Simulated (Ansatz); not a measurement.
# Mo2CCl2 MXene bilayer (AA) in a perpendicular field

What dipole does a perpendicular field induce in the Mo2CCl2 MXene bilayer (AA)? A positive field points along +c.

Calculated with Ansatz 0.2.0; plane-wave DFT, PBE-D3(BJ), Ansatz PAW.

## Step 1: Set-up

The cell holds 10 atoms: 4 Cl, 4 Mo and 2 C. Cell: a = 3.025 Å, b = 3.025 Å, c = 59.994 Å, α = 90.0°, β = 90.0°, γ = 120.0°. Regions: layer 1: Mo2CCl2 MXene, 5 atoms (2 Cl, 2 Mo and 1 C); layer 2: Mo2CCl2 MXene, 5 atoms (2 Cl, 2 Mo and 1 C). Vacuum lies along c.

## Step 2: Relaxation

The starting cell is a guess, so the in-plane lattice and the atoms are relaxed first, with the slab cut off from its images along the normal.

File input.yaml:

```yaml
crystal:
  lattice:
    - [3.024736, 0.0, 0.0]
    - [-1.512368, 2.6194982157, 0.0]
    - [0.0, 0.0, 59.994084154]
  atoms:
    - { symbol: Cl, position: [0.3333333333, 0.6666666667, 0.3792040552] }
    - { symbol: Mo, position: [0.6666666667, 0.3333333333, 0.4067907885] }
    - { symbol: C, position: [0.0, 0.0, 0.4266840873] }
    - { symbol: Mo, position: [0.3333333333, 0.6666666667, 0.446577386] }
    - { symbol: Cl, position: [0.6666666667, 0.3333333333, 0.4741641193] }
    - { symbol: Cl, position: [0.3333333333, 0.6666666667, 0.5258358807] }
    - { symbol: Mo, position: [0.6666666667, 0.3333333333, 0.553422614] }
    - { symbol: C, position: [0.0, 0.0, 0.5733159127] }
    - { symbol: Mo, position: [0.3333333333, 0.6666666667, 0.5932092115] }
    - { symbol: Cl, position: [0.6666666667, 0.3333333333, 0.6207959448] }
  periodic: [true, true, false]
kpoints:
  mp_grid: { grid: [12, 12, 1] }
hamiltonian:
  xc: pbe
  dispersion: d3bj
scf:
  occupations: { method: fermi_dirac, width: 0.05 }
  convergence: { dr2_threshold: 1.0e-09 }
relax:
  f_tol: 0.004
  max_steps: 90
  cell: {}
output:
  write_potential: true
  write_density: true
  volumetric_format: npy
```

The run is started by

```bash
$ ansatz run input.yaml --threads 4 --pin off --max-ram 6144MiB --backend cpu --events-out ev --progress --plain --runs-dir out
```

Numbers of over 12 decimals in the logs are rounded to 6 here.

What it wrote:

```text
Warning: relax.cell: scf.convergence.dr2_threshold = 1e-9 eV is looser than the 1.66677734452e-10 eV advised for a relaxation that steers and ends on the stress (1e-10 eV for each atom of the cell: 10, times the square of relax.cell.stress_2d_tol = 0.05 N/m over 24.5 Å (the atoms' height at the walk's start and 5 Å past either face), 2.041e-2 GPa, over a crystal's default 0.05). What an SCF threshold leaves in a stress goes as its square root, and in the free energy as the threshold itself, and one threshold admits the most on a small cell: [figures from the program's tests cut] Set scf.convergence.dr2_threshold to 1.66677734452e-10 eV or tighter. [rest of the remark cut]
Engine: ansatz 0.2.0, x86_64-unknown-linux-gnu
Pseudopotentials: kind: paw
Pseudopotential: Cl, paw, valence charge 7, recommended cutoff 420 eV (normal), Cl.paw.azcp
Pseudopotential: Mo, paw, valence charge 14, recommended cutoff 420 eV (normal), Mo.paw.azcp
Pseudopotential: C, paw, valence charge 4, recommended cutoff 420 eV (normal), C.paw.azcp
Functional definition: PBE
  parameter kappa = 0.804
  parameter beta = 0.066725
  exchange = pbe_x(kappa = kappa, mu = beta*pi^2/3)
  correlation = pbe_c(beta = beta)
Crystal: 10 atoms, lattice volume = 475.351 Å³
Basis set: ecut = 420 eV, 9153 PW (Γ), exchange–correlation on 48×48×810 points (8 copies of the dense FFT grid, shifted against one another)
Bands: 56, of which v1, the nominal top of the filled ones, is band 46 counted from 1 (45 counted from 0)
Symmetry: 12 space group operations
Space group: P-3m1 (ITA 164), of the structure as read, at distance tolerance 7.8e-5 Å
k-points: 19 of 144
Non-local potential: Cl, projectors of the file, l = 0: 2, l = 1: 2, l = 2: 2
Non-local potential: Mo, projectors of the file, l = 0: 3, l = 1: 2, l = 2: 2, l = 3: 1
Non-local potential: C, projectors of the file, l = 0: 2, l = 1: 2, l = 2: 1
PAW form: soft (Blöchl's): semilocal exchange-correlation on the pseudo side does not see the compensation charge
PAW one-centre angular grid: Cl, 110 points (default); XC on 64 Gauss nodes
PAW one-centre angular grid: Mo, 590 points (default); XC on 64 Gauss nodes
PAW one-centre angular grid: C, 110 points (default); XC on 64 Gauss nodes
Initial density: superposition of atomic densities (neutral atoms: chi_scale 0, normalization atom), corrected by the library's trained network
Initial wavefunctions: pseudopotential atomic-orbital guess
Functional: x = pbe(κ = 0.804, μ = 0.219515), c = pbe(β = 0.066725)
SCF iter   1: F=—  HF=-24648.605223 eV  |F-HF|=—  |Δ(HF+E_count)|=         —  Δρ=7.55e-3  dr2=1.08e0  ethr=1.77e-3  ⟨swp⟩=13.2  Hψ=7340  notcnv=0
preconditioner: auto → LDOS  [metal: Δε(μ)=0.049 eV  Ē_g=8.648 eV  σ=0.050 eV  W_gap=0.24  n_scr=38 (ndim 8)  ℏωp=13.2 eV  f_vac=0.702  D(μ)=7.56/eV (n_scr^D=32)  β→1.0]
SCF iter   2: F=—  HF=-24648.489060 eV  |F-HF|=—  |Δ(HF+E_count)|=   1.16e-1  Δρ=2.18e-3  dr2=7.02e-2  ethr=1.17e-3  ⟨swp⟩=3.6  Hψ=2044  notcnv=0  defer=9
SCF iter   3: F=—  HF=-24648.487345 eV  |F-HF|=—  |Δ(HF+E_count)|=   1.72e-3  Δρ=1.43e-3  dr2=1.84e-2  ethr=7.63e-5  ⟨swp⟩=3.3  Hψ=2762  notcnv=0  defer=9
SCF iter   4: F=—  HF=-24648.483707 eV  |F-HF|=—  |Δ(HF+E_count)|=   3.64e-3  Δρ=4.22e-4  dr2=1.36e-3  ethr=2.00e-5  ⟨swp⟩=3.6  Hψ=2572  notcnv=0  defer=9
SCF iter   5: F=—  HF=-24648.483477 eV  |F-HF|=—  |Δ(HF+E_count)|=   2.30e-4  Δρ=9.51e-5  dr2=8.76e-5  ethr=1.47e-6  ⟨swp⟩=3.2  Hψ=2241  notcnv=0  defer=9
SCF iter   6: F=—  HF=-24648.483502 eV  |F-HF|=—  |Δ(HF+E_count)|=   2.51e-5  Δρ=3.48e-5  dr2=5.70e-6  ethr=9.53e-8  ⟨swp⟩=3.6  Hψ=2581  notcnv=0  defer=9
SCF iter   7: F=—  HF=-24648.483913 eV  |F-HF|=—  |Δ(HF+E_count)|=   4.11e-4  Δρ=7.69e-6  dr2=5.64e-7  ethr=6.20e-9  ⟨swp⟩=3.2  Hψ=2344  notcnv=0  defer=9
SCF iter   8: F=—  HF=-24648.483913 eV  |F-HF|=—  |Δ(HF+E_count)|=   3.48e-7  Δρ=2.33e-6  dr2=5.87e-8  ethr=6.13e-10  ⟨swp⟩=3.4  Hψ=2490  notcnv=0  defer=9
SCF iter   9: F=—  HF=-24648.483913 eV  |F-HF|=—  |Δ(HF+E_count)|=   2.33e-8  Δρ=9.61e-7  dr2=1.02e-8  ethr=6.38e-11  ⟨swp⟩=3.6  Hψ=2487  notcnv=0  defer=9
SCF iter  10: F=—  HF=-24648.483913 eV  |F-HF|=—  |Δ(HF+E_count)|=   1.73e-8  Δρ=4.15e-7  dr2=1.58e-9  ethr=1.11e-11  ⟨swp⟩=3.2  Hψ=2271  notcnv=0  defer=9
SCF iter  11: F=-24648.483913 eV  HF=-24648.483913 eV  |F-HF|=2.57e-9  |Δ(HF+E_count)|=   4.89e-9  Δρ=1.88e-7  dr2=4.43e-10  ethr=1.09e-12  ⟨swp⟩=12.6  Hψ=9312  notcnv=0
SCF 1 converged in 11 iterations: F = -24648.483913 eV  dr2 = 4.43e-10
  greatest PAW one-centre occupation: 0.998 electrons in one spin orbital (limit 2), on the Mo atom at site 6 (counted from 0), in its partial waves of l = 0
relax step   1: F+E_penalty+E_count = -24648.48391346 eV  Δ(F+E_penalty+E_count) = +0.000e0 eV  max|allowed force component| = 2.401e0 eV/Å  Δτ_max = 0.0000 Å  P = +30.195 N/m  Ω = 475.351 Å³  fix = [c, alpha, beta]  reactions: c +0.000 N/m  (11 SCF iters, accepted)
Crystal: 10 atoms, lattice volume = 494.698 Å³
Basis set: ecut = 420 eV, 9621 PW (Γ), exchange–correlation on 48×48×810 points (8 copies of the dense FFT grid, shifted against one another)
Initial density: handed on by an earlier stage of this run
Initial wavefunctions: those handed on with the density
iter 1 solved again at ethr=1.99e-3 eV; its pass at ethr=3.10e-3 eV (dr2=1.83e0 eV) is discarded
SCF iter   1: F=—  HF=-24649.800588 eV  |F-HF|=—  |Δ(HF+E_count)|=         —  Δρ=1.09e-2  dr2=1.88e0  ethr=1.99e-3  ⟨swp⟩=1.8  Hψ=7473  notcnv=0
preconditioner: auto → LDOS  [metal: Δε(μ)=0.032 eV  Ē_g=8.248 eV  σ=0.050 eV  W_gap=0.16  n_scr=38 (ndim 8)  ℏωp=12.9 eV  f_vac=0.698  D(μ)=9.15/eV (n_scr^D=34)  β→1.0]
SCF iter   2: F=—  HF=-24649.606486 eV  |F-HF|=—  |Δ(HF+E_count)|=   1.94e-1  Δρ=4.51e-3  dr2=3.17e-1  ethr=1.99e-3  ⟨swp⟩=2.7  Hψ=1989  notcnv=0
SCF iter   3: F=—  HF=-24649.567331 eV  |F-HF|=—  |Δ(HF+E_count)|=   3.92e-2  Δρ=2.98e-3  dr2=1.35e-1  ethr=3.44e-4  ⟨swp⟩=3.8  Hψ=2426  notcnv=0  defer=8
SCF iter   4: F=—  HF=-24649.544782 eV  |F-HF|=—  |Δ(HF+E_count)|=   2.25e-2  Δρ=8.51e-4  dr2=9.05e-3  ethr=1.47e-4  ⟨swp⟩=2.6  Hψ=2056  notcnv=0  defer=8
SCF iter   5: F=—  HF=-24649.543222 eV  |F-HF|=—  |Δ(HF+E_count)|=   1.56e-3  Δρ=2.15e-4  dr2=4.33e-4  ethr=9.83e-6  ⟨swp⟩=3.6  Hψ=2393  notcnv=0  defer=8
SCF iter   6: F=—  HF=-24649.543293 eV  |F-HF|=—  |Δ(HF+E_count)|=   7.08e-5  Δρ=5.91e-5  dr2=1.66e-5  ethr=4.71e-7  ⟨swp⟩=3.3  Hψ=2482  notcnv=0  defer=8
SCF iter   7: F=—  HF=-24649.543285 eV  |F-HF|=—  |Δ(HF+E_count)|=   7.46e-6  Δρ=1.22e-5  dr2=7.08e-7  ethr=1.81e-8  ⟨swp⟩=3.2  Hψ=2546  notcnv=0  defer=8
[...]
relax step  10: F+E_penalty+E_count = -24651.44713538 eV  Δ(F+E_penalty+E_count) = -1.928e-3 eV  max|allowed force component| = 2.680e-2 eV/Å  Δτ_max = 0.0364 Å  P = +0.011 N/m  Ω = 574.792 Å³  energy of the carried Pulay correction = -1.626e-2 eV  fix = [c, alpha, beta]  reactions: c +0.000 N/m  (11 SCF iters, accepted)
relax step  11: F+E_penalty+E_count = -24651.44764482 eV  Δ(F+E_penalty+E_count) = -5.094e-4 eV  max|allowed force component| = 2.682e-3 eV/Å  Δτ_max = 0.0176 Å  P = +0.009 N/m  Ω = 574.904 Å³  energy of the carried Pulay correction = -1.627e-2 eV  fix = [c, alpha, beta]  reactions: c +0.000 N/m  (11 SCF iters, accepted)
relax step  12: F+E_penalty+E_count = -24651.44771348 eV  Δ(F+E_penalty+E_count) = -6.865e-5 eV  max|allowed force component| = 1.732e-3 eV/Å  Δτ_max = 0.0121 Å  P = +0.014 N/m  Ω = 574.966 Å³  energy of the carried Pulay correction = -1.628e-2 eV  fix = [c, alpha, beta]  reactions: c +0.000 N/m  (11 SCF iters, accepted)
relax step  13: F+E_penalty+E_count = -24651.49260194 eV  Δ(F+E_penalty+E_count) = -4.489e-2 eV  max|allowed force component| = 5.682e-3 eV/Å  Δτ_max = 0.0000 Å  P = +0.737 N/m  Ω = 574.966 Å³  fix = [c, alpha, beta]  reactions: c +0.000 N/m  stress off target by 7.37e-1 N/m on what of the cell is left free  SCF on the basis re-selected at this cell (its energy is not comparable with the rows above)  (7 SCF iters)
relax step  14: F+E_penalty+E_count = -24651.49269196 eV  Δ(F+E_penalty+E_count) = -9.003e-5 eV  max|allowed force component| = 2.248e-2 eV/Å  Δτ_max = 0.0058 Å  P = -0.472 N/m  Ω = 577.435 Å³  energy of the carried Pulay correction = -3.649e-4 eV  fix = [c, alpha, beta]  reactions: c -0.000 N/m  (9 SCF iters, accepted)
relax step  15: F+E_penalty+E_count = -24651.49301323 eV  Δ(F+E_penalty+E_count) = -3.213e-4 eV  max|allowed force component| = 5.568e-3 eV/Å  Δτ_max = 0.0010 Å  P = -0.003 N/m  Ω = 576.696 Å³  energy of the carried Pulay correction = -2.545e-4 eV  fix = [c, alpha, beta]  reactions: c -0.000 N/m  (7 SCF iters, accepted)
relax step  16: F+E_penalty+E_count = -24651.49302007 eV  Δ(F+E_penalty+E_count) = -6.847e-6 eV  max|allowed force component| = 2.667e-5 eV/Å  Δτ_max = 0.0002 Å  P = -0.000 N/m  Ω = 576.662 Å³  energy of the carried Pulay correction = -2.495e-4 eV  fix = [c, alpha, beta]  reactions: c -0.000 N/m  (5 SCF iters, accepted)
iter 1 solved again at ethr=9.69e-8 eV; its pass at ethr=3.10e-3 eV (dr2=8.91e-5 eV) is discarded
SCF iter   1: F=—  HF=-24651.492859 eV  |F-HF|=—  |Δ(HF+E_count)|=         —  Δρ=1.75e-5  dr2=5.33e-8  ethr=9.69e-8  ⟨swp⟩=6.5  Hψ=12530  notcnv=0
SCF iter   2: F=—  HF=-24651.493251 eV  |F-HF|=—  |Δ(HF+E_count)|=   3.92e-4  Δρ=1.83e-6  dr2=2.11e-8  ethr=5.79e-11  ⟨swp⟩=5.9  Hψ=4314  notcnv=0
SCF iter   3: F=—  HF=-24651.493250 eV  |F-HF|=—  |Δ(HF+E_count)|=   1.42e-6  Δρ=6.10e-7  dr2=1.67e-9  ethr=2.29e-11  ⟨swp⟩=3.5  Hψ=2320  notcnv=0
SCF iter   4: F=-24651.493251 eV  HF=-24651.493251 eV  |F-HF|=9.88e-8  |Δ(HF+E_count)|=   1.33e-6  Δρ=1.66e-7  dr2=2.58e-10  ethr=1.09e-12  ⟨swp⟩=18.1  Hψ=10185  notcnv=0
SCF 17 converged in 4 iterations: F = -24651.493251 eV  dr2 = 2.58e-10
relax step  17: F+E_penalty+E_count = -24651.49325124 eV  Δ(F+E_penalty+E_count) = -2.312e-4 eV  max|allowed force component| = 4.526e-5 eV/Å  Δτ_max = 0.0000 Å  P = -0.001 N/m  Ω = 576.662 Å³  fix = [c, alpha, beta]  reactions: c -0.000 N/m  stress off target by 1.15e-3 N/m on what of the cell is left free  SCF on the basis re-selected at this cell (its energy is not comparable with the rows above)  (4 SCF iters)
basis re-selected at this cell: Δ(F+E_penalty+E_count) = -2.312e-4 eV, ΔP = -0.001 N/m vs the last step (what re-selecting the basis moved, of the pressure what is left beyond the Pulay correction that the steps carried, after the strain that the cell walked since its last selection, with what the two solves' SCF thresholds leave and, on support functions, any second-order correction that the steps lacked; it is no m [...]
WARN: The input density's exchange-correlation potential varies sharply where the density is thin. Do not read a vacuum level from v_tot or v_xc, or from such a field of the output density. On a cell that repeats whose density bears no net charge and no dipole along the vacuum's axis use v_es (v_loc + v_h of the components); under efield.dipole_correction with no amplitude use v_es + v_field, which holds any external [...]
SCF converged after 4 iterations
Free energy (F): -24651.493251 eV
Harris-Foulkes:  -24651.493251 eV  (|F-HF|=9.88e-8)
Internal energy: -24651.459967 eV  (E = F + TS)
E sigma→0 (E₀):  -24651.476609 eV
Entropy (-TS):   -0.033285 eV (-3.328 meV/atom)
Fermi energy:    -4.438169 eV
--- Per-component energies (eV) ---
  E_band       = -2165.759923
  E_kinetic    = 2595.570785
  E_local      = -785935.593671  (includes V_loc(G=0)·N_el)
  E_nonlocal   = 741.943955
  E_hartree    = 391267.182489
  E_xc         = -1260.279364
  E_vxc        = -1525.843273  (∫ρ·V_xc dr)
  E_paw        = -15640.626143  (= ΣΔE_a)
  E_vpaw       = -576.198378  (= ΣTr[D̂ρ^β])
  E_aug_tail   = 0.000525  (compensation charges beyond the density's cutoff)
  E_ewald      = 383583.710631
  E_disp       = -3.369174  (pairwise vdW)
  E_smearing   = -0.033285  (= −TS)
  E_closure    = -0.000000  (closes the sum)
  Σ components = -24651.493251   (vs F -24651.493251, Δ=0.00e0)
--- Forces (eV/Å), atoms counted from 1 ---
  atom   1  Cl     0.00000000     0.00000000     0.00002437
  atom   2  Mo     0.00000000    -0.00000000     0.00001666
  atom   3  C     -0.00000000     0.00000000    -0.00001330
  atom   4  Mo    -0.00000000     0.00000000    -0.00004526
  atom   5  Cl     0.00000000    -0.00000000     0.00002259
  atom   6  Cl     0.00000000     0.00000000    -0.00002259
  atom   7  Mo     0.00000000    -0.00000000     0.00004526
  atom   8  C      0.00000000    -0.00000000     0.00001330
  atom   9  Mo     0.00000000     0.00000000    -0.00001666
  atom  10  Cl     0.00000000    -0.00000000    -0.00002437
  max |Σ_I F_I| component: 3.70e-17 eV/Å
--- 2D stress c σ (N/m, compression-positive) ---
       -0.001149      -0.000000       0.000000
       -0.000000      -0.001149      -0.000000
        0.000000      -0.000000      -0.000000
  P = ½ c Tr σ = -0.0011 N/m
--- Band table (eV; the first three rows and the last of 19) ---
  k-point 0: bands = [... 42 lower, -7.4648, -7.4648, -4.5810, -4.5724, -3.9230, -3.9230, -3.9056, -3.9056, ... 6 higher]
  k-point 1: bands = [... 42 lower, -7.1343, -7.1164, -4.6438, -4.6398, -4.1414, -4.1225, -3.9171, -3.8948, ... 6 higher]
  k-point 2: bands = [... 42 lower, -6.7490, -6.7294, -4.8621, -4.8284, -4.3883, -4.2942, -3.9035, -3.8728, ... 6 higher]
  k-point 18: bands = [... 42 lower, -6.0998, -6.0998, -6.0697, -6.0697, -3.4984, -3.4984, -3.4833, -3.4833, ... 6 higher]
  the weakly bound empty levels are not read free of the cell's end (no_gap_told)
--- Relaxed structure (15 steps of the walk, 14 accepted, 2 SCFs on fresh bases) ---
  F+E_penalty+E_count = -24651.49325124 eV   max|allowed force component| = 4.526e-5 eV/Å   (the final SCF, on the basis selected at the relaxed cell)
  cell:  # Å, volume = 576.6617 Å³
    - [3.331509, 0, 0]
    - [-1.665755, 2.885172, 0]
    - [0, 0, 59.994084154]
  atoms:
    - { symbol: Cl, position: [0.333333, 0.666667, 0.384841] }
    - { symbol: Mo, position: [0.666667, 0.333333, 0.414368] }
    - { symbol: C, position: [0, 0, 0.429851] }
    - { symbol: Mo, position: [0.333333, 0.666667, 0.445447] }
    - { symbol: Cl, position: [0.666667, 0.333333, 0.474819] }
    - { symbol: Cl, position: [0.333333, 0.666667, 0.525181] }
    - { symbol: Mo, position: [0.666667, 0.333333, 0.554553] }
    - { symbol: C, position: [0, 0, 0.570149] }
    - { symbol: Mo, position: [0.333333, 0.666667, 0.585632] }
    - { symbol: Cl, position: [0.666667, 0.333333, 0.615159] }
```

Wall time 1.9 min (4 threads of Intel Xeon 6975P-C (Granite Rapids), shared host); peak memory 1.6 GiB; 7.1 min of CPU time.

This run has no spin polarisation, although Mo can carry a moment.

Step by step:

```csv
step,energy less that of the first step (eV),largest force component (eV/Å),volume (Å³)
1,0.0000,2.4015,475.35
2,-1.0598,1.3559,494.70
3,-1.4053,2.0292,503.93
4,-2.2636,1.9663,531.97
5,-2.8399,0.3011,559.83
6,-2.8263,1.1720,585.05
7,-2.9210,0.1491,569.20
8,-2.9438,0.0890,572.29
9,-2.9613,0.0477,574.40
10,-2.9632,0.0268,574.79
11,-2.9637,0.0027,574.90
12,-2.9638,0.0017,574.97
13*,-3.0087,0.0057,574.97
14,-3.0088,0.0225,577.43
15,-3.0091,0.0056,576.70
16,-3.0091,0.0000,576.66
17*,-3.0093,0.0000,576.66
```

Relaxation steps marked * repeat the geometry before them on a plane-wave basis chosen anew for their cell, so energy and pressure can jump there. Relaxation step 6 was tried and not accepted.

Forces are held to the 12 operations that the run works with; a distortion that breaks them can't arise in this run.

```csv
cell as run,before,after,change
a (Å),3.025,3.332,+10.1 %
b (Å),3.025,3.332,+10.1 %
```

The atoms that moved most (Å, along periodic axes as changes of fractional coordinates times the final cell, across vacuum about the mean position):

```csv
atom,dx,dy,dz,length
Mo2,0.000,0.000,0.455,0.455
Mo9,0.000,0.000,-0.455,0.455
Cl1,0.000,0.000,0.338,0.338
Cl10,0.000,0.000,-0.338,0.338
C8,0.000,0.000,-0.190,0.190
C3,0.000,0.000,0.190,0.190
Mo4,0.000,0.000,-0.068,0.068
Mo7,0.000,0.000,0.068,0.068
```

This step gave:

```
energy at zero smearing : -24651.4766 eV
```

The lattice constant a goes from 3.025 to 3.332 Å.

(Part 1 of 3 ends here.)

[Logs are printed without paths, hosts, clocks, repeated set-up lines and the standing remarks that a program may print on its own settings, such as how far it seeks lower states.]

[Hosts, paths, dates, database ids (printed as entryN), source tags and the programs' standing remarks are cut or masked in the printed files.]

[Maps of the electrostatic potential energy from Ansatz leave out the sawtooth potential of an applied field or a dipole correction, so their vacuum need not be flat; planar profiles and work functions include it.]
